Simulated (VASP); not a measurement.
Runs of VASP 6.6.1 on Os. It takes space group Fm-3m (No. 225, cubic). Conventional cell: a = 3.890 Å, b = 3.890 Å, c = 3.890 Å, α = 90.00°, β = 90.00°, γ = 90.00°. Os (site symmetry m-3m) is surrounded by 12 Os at 2.75 Å. This isn't the form of Os at room conditions, which is hcp.

```csv
task,level,cell,k mesh,cutoff (eV),smearing,ions in elastic constants,gap on the mesh (eV),pressure (GPa),relaxed volume (Å³/atom)
single point,r2SCAN,as given,12 × 12 × 12,520,fermi-dirac 0.05 eV,-,none,(a),-
relaxation of cell and atoms,LAK,relaxed,12 × 12 × 12,600,methfessel-paxton 0.1 eV,-,none,-0.1,14.34
relaxation of cell and atoms,r2SCAN,relaxed,12 × 12 × 12,600,methfessel-paxton 0.1 eV,-,none,0.0,14.09
relaxation of the atoms,r2SCAN,atoms relaxed from: cell strained at random at fixed volume,9 × 9 × 9,520,methfessel-paxton 0.1 eV,-,none,-15.9,-
relaxation of cell and atoms,r2SCAN+D3(BJ),relaxed,12 × 12 × 12,600,methfessel-paxton 0.1 eV,-,none,0.0,13.98
```

Alike in all rows: potentials or basis VASP PAW PBE potentials, release 64 (Os); no spin polarisation.

Fill in the values left out.

(a) -16.8.

Caveats: the PAW data sets were made with another functional, which shifts forces and pressure a little (some runs); so large a pressure means that the cell lies far from this level's equilibrium, or that cutoff or potentials fall short (some runs); the potentials were made for another functional, which shifts forces and pressure (some runs); the relaxation stopped at its first step, so nothing moved (some runs); pairwise dispersion overbinds metals, which lowers pressure and volume (some runs).

A k mesh can miss the band edges, and the runs leave out spin-orbit coupling on Os.

A gap of «none» marks a metal or a gap under the smearing width.
